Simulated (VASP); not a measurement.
The system is TiSi2.

```
CELL_PARAMETERS angstrom
0.00000 4.11752 4.26290
2.38951 0.00000 4.26290
2.38951 4.11752 0.00000
ATOMIC_POSITIONS crystal
Ti 0.75000 0.75000 0.75000
Ti 0.50000 0.50000 0.50000
Si 0.41257 0.08743 0.41257
Si 0.08743 0.41257 0.08743
Si 0.16257 0.83743 0.16257
Si 0.83743 0.16257 0.83743
```

The cell is a database's computed one.

| Quantity | Value |
| --- | --- |
| Program | VASP 6.6.1 |
| Task | relaxation of cell and atoms |
| Functional | PBE |
| Dispersion | D4 |
| Potentials or basis | VASP PAW PBE potentials, release 64 (Ti_sv, Si) |
| Cutoff | 600 eV |
| k mesh | 7 × 7 × 7 |
| Occupations | fermi-dirac, width 0.05 eV |
| Spin | no spin polarisation |

At the start: pressure -2.4 GPa; volume 13.98 Å³/atom.

Q: How do energy, volume and symmetry change on relaxing?

A: Over 6 steps the energy falls by 2.4 meV/atom and the volume is 13.73 Å³/atom (-1.8 %); space group Fddd (No. 70, to 0.05 Å).

The path:
```csv
step,energy change (eV),largest force (eV/Å),pressure (GPa),volume (Å³)
1,0.0000,0.0307,-2.43,83.88
2,-0.0076,0.0329,2.04,81.33
3,-0.0137,0.0325,0.20,82.33
4,-0.0142,0.0158,-0.08,82.41
5,-0.0143,0.0210,0.00,82.38
6,-0.0144,0.0142,0.01,82.38
```

Final structure:
```
CELL_PARAMETERS angstrom
0.00000 4.07412 4.25560
2.37585 0.00000 4.25560
2.37585 4.07412 0.00000
ATOMIC_POSITIONS crystal
Ti 0.75000 0.75000 0.75000
Ti 0.50000 0.50000 0.50000
Si 0.41292 0.08708 0.41292
Si 0.08708 0.41292 0.08708
Si 0.16292 0.83708 0.16292
Si 0.83708 0.16292 0.83708
```

Caveat: pairwise dispersion overbinds metals, which lowers pressure and volume.
